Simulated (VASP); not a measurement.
Input of a VASP 6.6.1 run:

File INCAR:

```
PREC = Accurate ; ENCUT = 520
EDIFF = 1E-6 ; ISMEAR = -1
SIGMA = 0.1 ; LREAL = False
LASPH = True ; NELM = 100
ALGO = Fast ; ISIF = 2
LWAVE = False ; LCHARG = True
GGA = RP ; LELF = True
LVHAR = True ; NBANDS = 13
```

KPOINTS

```
Automatic mesh
0
Gamma
  16 16 13
```

POSCAR

```
Se
1.0
    3.7163781840      0.0000000000      0.0000000000
   -1.8581890920      3.2184779174      0.0000000000
    0.0000000000      0.0000000000      3.8594801597
Se
2
Direct
    0.3333333333      0.6666666667      0.2500000000
    0.6666666667      0.3333333333      0.7500000000
```

Potentials or basis: VASP PAW PBE potentials, release 64 (Se).

Command:

```console
$ cat potpaw_PBE.64/Se/POTCAR > POTCAR
$ mpirun -np 1 vasp_std > vasp.out
```

(1) What does it give for the pressure?

(2) What does it give for the band gap on the k mesh?

## Answers

(1) -0.1 GPa.

(2) none (metal or under the smearing width).

Caveat: the PAW data sets were made with another functional, which shifts forces and pressure a little.
